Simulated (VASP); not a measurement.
# Os (P6_3/mmc) in VASP: a series of runs, part 2 of 2

VASP 6.6.1. Earlier steps stand in the parts before.

### Step 5. Relaxation of cell and atoms, r2SCAN+D4

File INCAR:

```
SYSTEM = Os
PREC = Accurate
ENCUT = 600
EDIFF = 1E-6
ISMEAR = -1
SIGMA = 0.05
LREAL = .False.
LASPH = .True.
NELM = 100
ALGO = Normal
ISIF = 3
LWAVE = .False.
LCHARG = .False.
METAGGA = R2SCAN
LMIXTAU = .True.
IVDW = 13
VDW_S6 = 1.0
VDW_S8 = 0.6018749
VDW_A1 = 0.51559235
VDW_A2 = 5.77342911
IBRION = 2
NSW = 60
EDIFFG = -0.01
```

File KPOINTS:

```
regular mesh
0
Gamma
  11 11 6
  0 0 0
```

File POSCAR:

```
Os
1.0
    2.7341000000      0.0000000000      0.0000000000
   -1.3670500000      2.3678000565      0.0000000000
    0.0000000000      0.0000000000      4.3197000000
Os
2
Direct
    0.6666666667      0.3333333333      0.7500000000
    0.3333333333      0.6666666667      0.2500000000
```

Command:

```console
> cat potpaw_PBE.64/Os/POTCAR > POTCAR
> mpirun -np 1 vasp_std > vasp.out
```

It took 2.4 min on 1 thread of Intel Xeon 6975P-C (Granite Rapids), shared host; peak memory 0.18 GiB.

Results (log left out):

| Item | Value |
| --- | --- |
| Free energy | -106.4350 eV |
| Relaxed volume | 13.99 Å³/atom |
| Relaxed cell | a = 2.735 Å, b = 2.735 Å, c = 4.318 Å, α = 90.00°, β = 90.00°, γ = 120.00° |
| Space group after relaxing (to 0.05 Å) | P6_3/mmc (No. 194) |
| Energy gained by relaxing | 0.0 meV/atom |
| Ionic steps | 9 |
| Pressure after relaxing | 0.0 GPa |
| Band gap on the k mesh | none (metal or under the smearing width) |
| Dispersion energy per atom | -0.219 eV |

Final structure:
```xyz
2
Lattice="2.7353 0.0000 0.0000 -1.3677 2.3689 0.0000 0.0000 0.0000 4.3178" Properties=species:S:1:pos:R:3 pbc="T T T"
Os    1.3677    0.7896    3.2384
Os    0.0000    1.5792    1.0795
```

Levels at points of the mesh, in eV from the Fermi level:
| k point | band 6 | band 7 | band 8 | band 9 | band 10 | band 11 |
| --- | --- | --- | --- | --- | --- | --- |
| (0.00, 0.00, 0.00) | -2.25 | -2.25 | -1.60 | -1.60 | 0.07 | 1.80 |
| (0.00, 0.00, 0.50) | -3.33 | -3.33 | -3.33 | 0.97 | 0.97 | 0.97 |

Caveat: the PAW data sets were made with another functional, which shifts forces and pressure a little; pairwise dispersion overbinds metals, which lowers pressure and volume. The run has no spin-orbit coupling, so splittings on Os are missing.

### Step 6. Relaxation of cell and atoms, r2SCAN+rVV10

File INCAR:

```
SYSTEM = Os
PREC = Accurate
ENCUT = 600
EDIFF = 1E-7
ISMEAR = -1
SIGMA = 0.05
LREAL = .FALSE.
LASPH = .TRUE.
NELM = 80
ALGO = Normal
ISIF = 3
LWAVE = .FALSE.
LCHARG = .FALSE.
METAGGA = R2SCAN
LMIXTAU = .TRUE.
LUSE_VDW = .TRUE.
IVDW_NL = 2
BPARAM = 11.95
CPARAM = 0.0093
IBRION = 2
NSW = 40
EDIFFG = -0.01
```

File KPOINTS:

```
regular mesh
0
G
  11 11 6
  0 0 0
```

POSCAR is that of step 5.

Potentials or basis: VASP PAW PBE potentials, release 64 (Os).

Command:

```console
> cat potpaw_PBE.64/Os/POTCAR > POTCAR
> mpirun -np 1 vasp_std > vasp.out
```

OUTCAR:

```text
SYSTEM = Os
   PREC = Accurate
   ENCUT = 600
   EDIFF = 1E-7
   ISMEAR = -1
   LREAL = .FALSE.
   LASPH = .TRUE.
   NELM = 80
   ISIF = 3
   METAGGA = R2SCAN
   IVDW_NL = 2
   BPARAM = 11.95
   IBRION = 2
   NSW = 40
   EDIFFG = -0.01

 ion  position               nearest neighbor table
   1  0.667  0.333  0.750-   2 2.68   2 2.68   2 2.68   2 2.68   2 2.68   2 2.68
   2  0.333  0.667  0.250-   1 2.68   1 2.68   1 2.68   1 2.68   1 2.68   1 2.68

  LATTYP: Found a hexagonal cell.
 ALAT       =     2.7341000000
 C/A-ratio  =     1.5799348963

  Lattice vectors:

 A1 = (   2.7341000000,   0.0000000000,   0.0000000000)
 A2 = (  -1.3670500000,   2.3678000565,   0.0000000000)
 A3 = (   0.0000000000,   0.0000000000,   4.3197000000)

Analysis of symmetry for initial positions (statically):
=====================================================================
 Subroutine PRICEL returns:
 Original cell was already a primitive cell.

 Routine SETGRP: Setting up the symmetry group for a
 hexagonal supercell.

 Subroutine GETGRP returns: Found 24 space group operations
 (whereof 12 operations were pure point group operations)
 out of a pool of 24 trial point group operations.

The static configuration has the point symmetry D_3d.
 The point group associated with its full space group is D_6h.

Analysis of symmetry for dynamics (positions and initial velocities):
=====================================================================
 Subroutine PRICEL returns:
 Original cell was already a primitive cell.

 Routine SETGRP: Setting up the symmetry group for a
 hexagonal supercell.

 Subroutine GETGRP returns: Found 24 space group operations
 (whereof 12 operations were pure point group operations)
 out of a pool of 24 trial point group operations.

The dynamic configuration has the point symmetry D_3d.
 The point group associated with its full space group is D_6h.

 Subroutine INISYM returns: Found 24 space group operations
 (whereof 12 operations are pure point group operations),
 and found     1 'primitive' translations

----------------------------------------------------------------------------------------

                                     Primitive cell

  volume of cell :      27.9649

  direct lattice vectors                    reciprocal lattice vectors
     2.734100000  0.000000000  0.000000000     0.365751070  0.211166479  0.000000000
    -1.367050000  2.367800057  0.000000000     0.000000000  0.422332957  0.000000000
     0.000000000  0.000000000  4.319700000     0.000000000  0.000000000  0.231497558

  length of vectors
     2.734100000  2.734100000  4.319700000     0.422332957  0.422332957  0.231497558

  position of ions in fractional coordinates (direct lattice)
     0.666666667  0.333333333  0.750000000
     0.333333333  0.666666667  0.250000000

  ion indices of the primitive-cell ions
   primitive index   ion index
                 1           1
                 2           2

----------------------------------------------------------------------------------------

 KPOINTS: regular mesh

[... 60 lines left out ...]
   ICHARG =      2    charge: 1-file 2-atom 10-const
   ISPIN  =      1    spin polarized calculation?
   LNONCOLLINEAR =      F non collinear calculations
   LSORBIT =      F    spin-orbit coupling
   LASPH  =      T    aspherical Exc in radial PAW
   ENCUT  =  600.0 eV  44.10 Ry    6.64 a.u.   5.46  5.46  8.63*2*pi/ulx,y,z
   NELM   =     80;   NELMIN=  2; NELMDL= -5     # of ELM steps
   EDIFF  = 0.1E-06   stopping-criterion for ELM
   LREAL  =      F    real-space projection
   EDIFFG = -.1E-01   stopping-criterion for IOM
   NSW    =     40    number of steps for IOM
   IBRION =      2    ionic relax: 0-MD 1-quasi-New 2-CG
   NFREE  =      1    steps in history (QN), initial steepest desc. (CG)
   ISIF   =      3    stress and relaxation
   ISYM   =      2    0-nonsym 1-usesym 2-fastsym
   POTIM  = 0.5000    time-step for ionic-motion
   TEBEG  =    0.0;   TEEND  =   0.0 temperature during run
   PSTRESS=    0.0 pullay stress
   NELECT =      16.0000    total number of electrons
   NUPDOWN=      -1.0000    fix difference up-down
   EMIN   =  10.00;   EMAX   =-10.00  energy-range for DOS
   EFERMI =   0.00;   METHOD = LEGACY
   ISMEAR =    -1;   SIGMA  =   0.05  broadening in eV -4-tet -1-fermi 0-gaus
   EFERMI_NEDOS =   21; number of points for ismear=-14 and -15
   IALGO  =     38    algorithm
   IMIX   =      4    mixing-type and parameters
     AMIX     =   0.40;   BMIX     =  1.00
     AMIX_MAG =   1.60;   BMIX_MAG =  1.00
  volume/ion in A,a.u.               =      13.98        94.36
  Fermi-wavevector in a.u.,A,eV,Ry     =   1.359076  2.568282 25.131161  1.847088
  Thomas-Fermi vector in A             =   2.485855
   LORBIT       =      0    0 simple, 1 ext, 2 COOP (PROOUT), +10 PAW based schemes
   METAGGA = R2SCAN    functional components
   LHFCALC =     F    Hartree Fock is set to
   AEXX    =    0.0000 exact exchange contribution
   IVDW_NL    =     2    kernel type
   BPARAM     =11.9500
   IVDW    =     0    specifies the selected vdW correction
   LEPSILON=     F    determine dielectric tensor
   LRPA    =     F    only Hartree local field effects (RPA)
 conjugate gradient relaxation of ions
 non-spin polarized calculation
  energy-cutoff  :      600.00
  volume of cell :       27.96
 maximum number of plane-waves:       965
 NGX is ok and might be reduce to    24
   NGX = 11   NGY = 11   NGZ = 17

--------------------------------------- Ionic step        1  -------------------------------------------

 number of electron      16.0000001 magnetization

 Free energy of the ion-electron system (eV)
  ---------------------------------------------------
  ext. energy  EPLUGINS =         0.00000000
  ---------------------------------------------------
  free energy    TOTEN  =      -105.78245089 eV

  energy without entropy =     -105.76999483  energy(sigma->0) =     -105.77622286

------------------------ aborting loop because EDIFF is reached ----------------------------------------

  FORCE on cell =-STRESS in cart. coord.  units (eV):
  Direction    XX          YY          ZZ          XY          YZ          ZX
  --------------------------------------------------------------------------------------
  -------------------------------------------------------------------------------------
  Total        0.1386232      0.1386232      0.0554515     -0.0000000     -0.0000000      0.0000000
  in kB        7.9420643      7.9420643      3.1769517     -0.0000000     -0.0000000      0.0000000
  external PRESSURE =       6.3536934 kB  Pullay stress =       0.0000000 kB
[... 167 lines left out ...]
--------------------------------------- Ionic step        6  -------------------------------------------

 number of electron      16.0000001 magnetization

 Free energy of the ion-electron system (eV)
  ---------------------------------------------------
  ext. energy  EPLUGINS =         0.00000000
  ---------------------------------------------------
  free energy    TOTEN  =      -105.78254644 eV

  energy without entropy =     -105.77005280  energy(sigma->0) =     -105.77629962

 E-fermi :   9.1967     XC(G=0): -15.3982

 val. band max:        9.1704087924   @ k =   0.0909   0.0000   0.3333
 cond. band min:       9.2400775370   @ k =   0.0000   0.0000   0.0000
 fundamental gap:      0.0696687446
 Fermi energy:         9.1967173640

 k-point     1 :       0.0000    0.0000    0.0000
  band No.  band energies     occupation
      1      -2.1978      2.00000
      2       1.1112      2.00000
      3       6.0792      2.00000
      4       6.0792      2.00000
      5       6.3539      2.00000
      6       6.9497      2.00000
      7       6.9497      2.00000
      8       7.6012      2.00000
      9       7.6012      2.00000
     10       9.2401      0.59167
     11      10.9980      0.00000
     12      10.9980      0.00000
[... 331 lines left out ...]
 k-point    24 :       0.1818    0.0909    0.1667
  band No.  band energies     occupation
      1       0.2133      2.00000
      2       2.7849      2.00000
      3       4.2602      2.00000
      4       4.4928      2.00000
      5       5.8070      2.00000
      6       6.4455      2.00000
      7       7.0399      2.00000
      8       8.0566      2.00000
      9       8.6809      1.99993
     10       9.0778      1.83036
     11      11.4483      0.00000
     12      15.0258      0.00000

 [... further k-points ...]

------------------------ aborting loop because EDIFF is reached ----------------------------------------

  FORCE on cell =-STRESS in cart. coord.  units (eV):
  Direction    XX          YY          ZZ          XY          YZ          ZX
  --------------------------------------------------------------------------------------
  -------------------------------------------------------------------------------------
  Total       -0.0014084     -0.0014084      0.0012639     -0.0000000      0.0000000      0.0000000
  in kB       -0.0805723     -0.0805723      0.0723059     -0.0000000      0.0000000      0.0000000
  external PRESSURE =      -0.0296129 kB  Pullay stress =       0.0000000 kB
[... 17 lines left out ...]
  FREE ENERGIE OF THE ION-ELECTRON SYSTEM (eV)
  ---------------------------------------------------
  free  energy   TOTEN  =      -105.7825464359 eV

  energy  without entropy=     -105.7700528009  energy(sigma->0) =     -105.77629962

 reached required accuracy - stopping structural energy minimisation
```

OSZICAR:

```text
N       E                     dE             d eps       ncg     rms          rms(c)
DAV:   1     0.409378659485E+02    0.40938E+02   -0.87364E+03  1536   0.151E+03
DAV:   2    -0.996266771964E+02   -0.14056E+03   -0.12722E+03  1600   0.435E+02
DAV:   3    -0.108253830406E+03   -0.86272E+01   -0.79003E+01  1916   0.891E+01
[... 54 lines left out ...]
DAV:   2    -0.105782547373E+03    0.13681E-04   -0.14599E-05  1844   0.524E-02    0.106E-02
DAV:   3    -0.105782545556E+03    0.18175E-05   -0.44733E-06  1568   0.206E-02    0.167E-03
DAV:   4    -0.105782545854E+03   -0.29782E-06   -0.11019E-06  1644   0.105E-02    0.124E-03
DAV:   5    -0.105782546458E+03   -0.60463E-06   -0.47356E-07  1516   0.901E-03    0.714E-04
DAV:   6    -0.105782546436E+03    0.22351E-07   -0.32976E-08   768   0.268E-03
   6 F= -.10578255E+03 E0= -.10577630E+03  d E =-.910232E-05
```

It took 3.6 min on 1 thread of Intel Xeon 6975P-C (Granite Rapids), shared host; peak memory 0.27 GiB.

What came out:

| Property | Result |
| --- | --- |
| Free energy | -105.7825 eV |
| Relaxed volume | 14.00 Å³/atom |
| Relaxed cell | a = 2.736 Å, b = 2.736 Å, c = 4.319 Å, α = 90.00°, β = 90.00°, γ = 120.00° |
| Space group after relaxing (to 0.05 Å) | P6_3/mmc (No. 194) |
| Energy gained by relaxing | 0.0 meV/atom |
| Ionic steps | 6 |
| Pressure after relaxing | 0.0 GPa |
| Band gap on the k mesh | none (metal or under the smearing width) |

Final structure:
```
CELL_PARAMETERS angstrom
2.73625 0.00000 0.00000
-1.36812 2.36966 0.00000
0.00000 0.00000 4.31923
ATOMIC_POSITIONS crystal
Os 0.66667 0.33333 0.75000
Os 0.33333 0.66667 0.25000
```

Caveat: the PAW data sets were made with another functional, which shifts forces and pressure a little; pairwise dispersion overbinds metals, which lowers pressure and volume. Spin-orbit coupling is left out, which matters for the levels of Os.

### Step 7. For comparison

An earlier run on the cell as given: functional PBE; potentials or basis VASP PAW PBE potentials, release 64 (Os); cutoff 520 eV; k mesh 11 × 11 × 6; occupations fermi-dirac, width 0.05 eV; no spin polarisation.

- Pressure: 8.9 GPa
- Band gap on the k mesh: none (metal or under the smearing width)

### Step 8. Overview

| task | level | cell | cutoff (eV) | gap on the mesh (eV) | pressure (GPa) | relaxed volume (Å³/atom) |
| --- | --- | --- | --- | --- | --- | --- |
| relaxation of cell and atoms | BLYP+D3(BJ) | relaxed | 600 | none | 0.1 | 14.34 |
| relaxation of cell and atoms | BLYP+D4 | relaxed | 600 | none | 0.0 | 14.47 |
| relaxation of cell and atoms | r2SCAN+D3(BJ) | relaxed | 600 | none | 0.0 | 13.94 |
| relaxation of cell and atoms | r2SCAN+D4 | relaxed | 600 | none | 0.0 | 13.99 |
| relaxation of cell and atoms | r2SCAN+rVV10 | relaxed | 600 | none | 0.0 | 14.00 |
| single point | PBE | as given | 520 | none | 8.9 | - |

Alike in all rows: potentials or basis VASP PAW PBE potentials, release 64 (Os); no spin polarisation; k mesh 11 × 11 × 6; smearing fermi-dirac 0.05 eV.

Caveats: the PAW data sets were made with another functional, which shifts forces and pressure a little (some runs); pairwise dispersion overbinds metals, which lowers pressure and volume (some runs).

Absolute energies hang on the potentials; compare differences alone.
